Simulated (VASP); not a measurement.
Write the native input for VASP 6.6.1 that does the following.

```
Task                   : single point
Functional             : revPBE
Potentials or basis    : VASP PAW PBE potentials, release 64 (Fe)
Cutoff                 : 520 eV
k mesh                 : 16 × 16 × 8
Occupations            : fermi-dirac, width 0.05 eV
Spin                   : collinear spin, typed start
Starting moments       : [2.637, 2.637] μB
Dipole correction      : no
Further INCAR settings : ALGO = Normal; EDIFF = 1e-07; NBANDS = 19
```

The structure of Fe lies in POSCAR:

```
Fe
1.0
    2.5699072265      0.0000000000      0.0000000000
   -1.2849536133      2.2256049435      0.0000000000
    0.0000000000      0.0000000000      4.4725926493
Fe
2
Direct
    0.3333333333      0.6666666667      0.2500000000
    0.6666666667      0.3333333333      0.7500000000
```

This isn't the form of Fe at room conditions, which is bcc.

The input as run:

INCAR

```
SYSTEM = Fe
  PREC = Accurate
  ENCUT = 520
  EDIFF = 1E-7
  ISMEAR = -1
  SIGMA = 0.05
  LREAL = .False.
  LASPH = .True.
  NELM = 150
  ALGO = Normal
  ISIF = 2
  LWAVE = .False.
  LCHARG = .False.
  ISPIN = 2
  MAGMOM = 2.637 2.637
  LORBIT = 11
  LMAXMIX = 4
  GGA = RE
  NBANDS = 19
```

KPOINTS

```
regular mesh
0
Gamma
  16 16 8
  0 0 0
```

Potentials or basis: VASP PAW PBE potentials, release 64 (Fe).

Command:

```console
$ cat potpaw_PBE.64/Fe/POTCAR > POTCAR
$ mpirun -np 1 vasp_std > vasp.out
```

Results of the run:

| Property | Result |
| --- | --- |
| Pressure | -5.6 GPa |
| Band gap on the k mesh | none (metal or under the smearing width) |
| Net moment | 5.23 μB per cell |
| Site moments | Fe +2.62 μB |
| Valence electrons inside the program's atomic spheres | Fe 7.05 |

Caveat: the PAW data sets were made with another functional, which shifts forces and pressure a little.

Run time: 61 s on 1 thread of Intel(R) Xeon(R) 6975P-C (Granite Rapids), with other jobs on the host, peak memory 0.22 GiB.
